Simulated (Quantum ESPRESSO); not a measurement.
**Al2O3 (Corundum): equation of state with LDA**

Crystal: Al2O3 (Corundum).

```
Al O
1.0
     2.38025    1.37424    4.33187
    -2.38025    1.37424    4.33187
     0.00000   -2.74848    4.33187
Al O
4 6
Direct
  0.85216 0.85216 0.85216
  0.64784 0.64784 0.64784
  0.14784 0.14784 0.14784
  0.35216 0.35216 0.35216
  0.05668 0.75000 0.44332
  0.75000 0.44332 0.05668
  0.44332 0.05668 0.75000
  0.94332 0.25000 0.55668
  0.25000 0.55668 0.94332
  0.55668 0.94332 0.25000
```

```json
{
  "Program": "Quantum ESPRESSO 7.5",
  "Task": "equation of state",
  "Functional": "LDA",
  "Potentials or basis": "GBRV 1.5 LDA",
  "Cutoff": "612 eV",
  "Density cutoff": "4898 eV",
  "k mesh": "7 × 7 × 7",
  "Occupations": "fermi-dirac, width 0.05 eV",
  "Spin": "no spin polarisation",
  "Form of the LDA correlation": "PZ81",
  "Mixing beta": "0.5",
  "Most SCF iterations": "120",
  "SCF threshold": "2e-09 Ry"
}
```

The equilibrium volume is 8.38 Å³/atom. The bulk modulus at fixed shape and positions is 259 GPa and the pressure derivative of the bulk modulus is 4.1.

Energy against volume, from the lowest point:
```
volume (Å³/atom)  energy (meV/atom)
           7.992              15.52
           8.162               4.56
           8.332               0.00
           8.502               1.17
           8.672               7.56
           8.842              18.62
           9.012              33.91
```

All runs of the series together: 3.9 min on 2 threads of Intel(R) Xeon(R) 6975P-C (Granite Rapids), with other jobs on the host.

Caveat: the cell was scaled at fixed shape and fractional positions, which overstates the stiffness of a crystal with free parameters, most of all of layers and chains.
